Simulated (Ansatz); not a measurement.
An Ansatz run on CdSe built on the 4H polytype prototype left the output below. Cell and atoms come from a relaxation with r2SCAN.

Structure:
```
Cd Se
1.0
     4.33928    0.00000    0.00000
    -2.16964    3.75793    0.00000
     0.00000    0.00000   14.15870
Cd Se
4 4
Cartesian
  0.0000 0.0000 -0.0029
  0.0000 2.5053 3.5391
  0.0000 0.0000 7.0765
  2.1696 1.2526 10.6185
  0.0000 0.0000 2.6548
  0.0000 2.5053 6.1978
  0.0000 0.0000 9.7341
  2.1696 1.2526 13.2772
```

Abridged output:
```
scf.n_extra_bands = 6 over 72 filled bands (N_el = 144.0): the run solves 78 bands
Pseudopotential: Cd, paw, valence charge 20, recommended cutoff 420 eV (normal)
Pseudopotential: Se, paw, valence charge 16, recommended cutoff 420 eV (normal)
Functional definition: PBE
Crystal: 8 atoms, lattice volume = 230.882 Å³
Basis set: ecut = 420 eV, 4529 PW (Γ)
Bands: 78, of which v1, the nominal top of the filled ones, is band 72 counted from 1 (71 counted from 0)
Symmetry: 12 space group operations
Space group: P63mc (ITA 186)
k-points: 38 of 288
preconditioner: auto → Resta (q_TF=auto, 2.522 Å⁻¹)  ε∞=5.2  [insulator: Δε(μ)=0.569 eV  σ=0.020 eV  ℏωp=20.7 eV]
SCF 1 converged in 7 iterations: F = -54899.151380 eV  dr2 = 9.74e-8
SCF converged after 7 iterations
Free energy (F): -54899.151380 eV
Fermi energy:    7.414396 eV
--- Per-component energies (eV) ---
  E_band       = -3603.864145
  E_kinetic    = 2493.781399
  E_local      = -25764.879593
  E_nonlocal   = -2249.023694
  E_hartree    = 12240.220007
  E_xc         = -1123.537388
  E_vxc        = -1278.835253
  E_paw        = -23978.951582
  E_vpaw       = -1285.393251
  E_ewald      = -16516.758127
--- Forces (eV/Å), atoms counted from 1 ---
  atom   1  Cd      0.00000      0.00000      0.00293
  atom   2  Cd      0.00000      0.00000    -0.00306
  atom   3  Cd      0.00000      0.00000      0.00293
  atom   4  Cd      0.00000      0.00000    -0.00306
  atom   5  Se      0.00000      0.00000    -0.00273
  atom   6  Se      0.00000      0.00000      0.00289
  atom   7  Se      0.00000      0.00000    -0.00273
  atom   8  Se      0.00000      0.00000      0.00289
--- Stress (GPa, compression-positive) ---
        1.428923       0.000000       0.000000
        0.000000       1.428923       0.000000
        0.000000       0.000000       1.476746
  P = ⅓ Tr σ = 1.4449 GPa (14.449 kbar)
--- Band table (eV; the first three rows and the last of 38) ---
  k-point 0: bands = […, 6.7260, 6.7347, 6.7347, 7.0913, 7.1114, 7.1114, 7.6947, 9.3192, 9.3813, 9.4828, …]
  k-point 1: bands = […, 6.4872, 6.4872, 6.9943, 6.9943, 6.9943, 6.9943, 8.7143, 8.7143, 9.4355, 9.4355, …]
  k-point 2: bands = […, 6.4775, 6.5604, 6.6576, 6.6643, 7.0432, 7.0631, 8.2870, 9.6065, 9.7045, 9.7652, …]
  k-point 37: bands = […, 4.9955, 4.9955, 5.6795, 5.6795, 5.8402, 5.8402, 11.0374, 11.0374, 11.3369, 11.3369, …]
```

Q: Which of these blocks stood in the input: relax, gw, phonons, dielectric, magnetization (spin_orbit)?

A: None of them. A single point prints forces and stress when the output block asks for them.

Q: Which k mesh was typed?

A: 12×12×2, Γ-centred. Other answers can fit too; this one was computed.

Q: How were the bands filled?

A: With smearing of width σ = 0.02 eV (Fermi-Dirac in this run).

Command: `ansatz run input.yaml --threads 4 --pin off --max-ram 7372MiB --backend cpu --events-out ev --progress --plain --runs-dir out`.

Q: What wall time did it need on 4 threads of Intel(R) Xeon(R) Processor @ 2.70GHz, on a shared host, load about 0.9 per core, and how much host memory at the peak?

A: About 44 s, with a peak of 1.3 GiB.

The structure was generated, not taken from experiment, and needn't be the ground state; spin polarisation is off.

The runs are scalar-relativistic, without spin-orbit coupling.
